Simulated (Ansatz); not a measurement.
What strain does to AlN (zincblende)

Zincblende AlN, relaxed with r2SCAN in the PAW code Ansatz. Space group F-43m (No. 216), cubic; conventional cell a = 4.370 Å, 10.43 Å³ an atom. Al has 4 N at 1.89 Å; N has 4 Al at 1.89 Å.

The axes x, y and z are those of this cell:
```
CELL_PARAMETERS angstrom
0.00000 2.18488 2.18488
2.18488 0.00000 2.18488
2.18488 2.18488 0.00000
ATOMIC_POSITIONS crystal
Al 0.00000 0.00000 0.00000
N 0.25000 0.25000 0.25000
```

Unstrained: The PBE gap is indirect, 3.325 eV (Γ to X), below the direct gap of 4.176 eV at Γ. r2SCAN gives an indirect gap of 3.941 eV, from Γ to X; the least direct gap is 4.842 eV at Γ. With HSE06 the valence top lies at Γ and the conduction bottom at X, 4.552 eV higher; the smallest vertical gap, at Γ, is 5.547 eV. Meshes: PBE 10×10×10, r2SCAN 10×10×10, HSE06 8×8×8. Strains are changes of length per length. After each strain the atoms were relaxed again with r2SCAN within the symmetry that the strain leaves, so tilts or polar shifts that break it weren't tested; points keep the names that they have in the unstrained zone. (Simulation; spin polarisation is off.)

Changes of the least gap in eV (an overlap counts as a negative gap):
```csv
strain,volume change (%),space group,PBE,r2SCAN,HSE06,G0W0@PBE (mesh),"energy rise, r2SCAN (meV/atom)"
"epitaxial -4.0 % in the xy plane, free normal strain +3.82 %",-4.3,I-4m2,-0.253,-0.250,-0.243,-0.20,35.2
"epitaxial -3.0 % in the xy plane, free normal strain +2.93 %",-3.2,I-4m2,-0.184,-0.182,-0.176,-0.14,19.2
"epitaxial -2.0 % in the xy plane, free normal strain +2.00 %",-2.0,I-4m2,-0.119,-0.117,-0.113,-0.09,8.3
"epitaxial -1.0 % in the xy plane, free normal strain +1.03 %",-1.0,I-4m2,-0.057,-0.056,-0.054,-0.05,2.0
"epitaxial +1.0 % in the xy plane, free normal strain -1.07 %",+0.9,I-4m2,-0.119,-0.125,-0.126,-0.14,1.9
"epitaxial +2.0 % in the xy plane, free normal strain -2.21 %",+1.7,I-4m2,-0.227,-0.238,-0.242,-0.26,7.3
"epitaxial +3.0 % in the xy plane, free normal strain -3.40 %",+2.5,I-4m2,-0.324,-0.340,-0.346,-0.38,16.0
"epitaxial +4.0 % in the xy plane, free normal strain -4.66 %",+3.1,I-4m2,-0.409,-0.428,-0.438,-0.48,27.6
```
Unstrained, G0W0@PBE with 87 empty bands, a screening cutoff of 150 eV and a 6×6×6 mesh gives 4.68 eV on its mesh; the band count follows the volume. No extrapolation in bands, cutoff or mesh was made for G0W0.

Epitaxial -4.0 % in the xy plane, free normal strain +3.82 %. HSE06: the gap goes from 4.552 to 4.309 eV (-0.243 eV); the X points, equivalent before, split by 416 meV, and the conduction bottom lies at those like (0, 1/2, 1/2); the edges go from Γ → X to Γ–K (0.31) → X; with r2SCAN the top three valence levels at Γ, degenerate before, become 2+1 from the top over 398 meV. Stress change with r2SCAN, compression positive: xx +14.38, yy +14.38, zz +0.03 GPa.

Epitaxial -3.0 % in the xy plane, free normal strain +2.93 %. HSE06: the gap goes from 4.552 to 4.376 eV (-0.176 eV); the X points, equivalent before, split by 306 meV, and the conduction bottom lies at those like (0, 1/2, 1/2); the edges go from Γ → X to Γ–K (0.28) → X; with r2SCAN the top three valence levels at Γ, degenerate before, become 2+1 from the top over 289 meV. Stress change with r2SCAN, compression positive: xx +10.30, yy +10.30, zz +0.01 GPa.

Epitaxial -2.0 % in the xy plane, free normal strain +2.00 %. HSE06: the gap goes from 4.552 to 4.439 eV (-0.113 eV); the X points, equivalent before, split by 200 meV, and the conduction bottom lies at those like (0, 1/2, 1/2); the edges go from Γ → X to Γ–K (0.24) → X; with r2SCAN the top three valence levels at Γ, degenerate before, become 2+1 from the top over 187 meV. Stress change with r2SCAN, compression positive: xx +6.56, yy +6.56, zz 0.00 GPa.

Epitaxial -1.0 % in the xy plane, free normal strain +1.03 %. HSE06: the gap goes from 4.552 to 4.498 eV (-0.054 eV); the X points, equivalent before, split by 98 meV, and the conduction bottom lies at those like (0, 1/2, 1/2); the edges go from Γ → X to Γ–K (0.18) → X; with r2SCAN the top three valence levels at Γ, degenerate before, become 2+1 from the top over 91 meV. Stress change with r2SCAN, compression positive: xx +3.13, yy +3.13, zz -0.01 GPa.

Epitaxial +1.0 % in the xy plane, free normal strain -1.07 %. HSE06: the gap goes from 4.552 to 4.426 eV (-0.126 eV); with r2SCAN the top three valence levels at Γ, degenerate before, become 1+2 from the top over 85 meV. Stress change with r2SCAN, compression positive: xx -2.87, yy -2.87, zz -0.01 GPa.

Epitaxial +2.0 % in the xy plane, free normal strain -2.21 %. HSE06: the gap goes from 4.552 to 4.310 eV (-0.242 eV); with r2SCAN the top three valence levels at Γ, degenerate before, become 1+2 from the top over 165 meV. Stress change with r2SCAN, compression positive: xx -5.49, yy -5.49, zz 0.00 GPa.

Epitaxial +3.0 % in the xy plane, free normal strain -3.40 %. HSE06: the gap goes from 4.552 to 4.206 eV (-0.346 eV); with r2SCAN the top three valence levels at Γ, degenerate before, become 1+2 from the top over 240 meV. Stress change with r2SCAN, compression positive: xx -7.87, yy -7.87, zz +0.01 GPa.

Epitaxial +4.0 % in the xy plane, free normal strain -4.66 %. HSE06: the gap goes from 4.552 to 4.114 eV (-0.438 eV); with r2SCAN the top three valence levels at Γ, degenerate before, become 1+2 from the top over 311 meV. Stress change with r2SCAN, compression positive: xx -10.04, yy -10.04, zz +0.02 GPa.

Where an edge lies off the special points, it is a point of the mesh or the k point where a search put PBE's edge or least direct gap, reused for the other functionals, whose own edges may lie a little apart.

The meshes of the hybrids are coarse, so their gaps aren't converged to the digits shown.

The splittings at Γ are without spin-orbit coupling, which regroups them where it is of like size or larger.
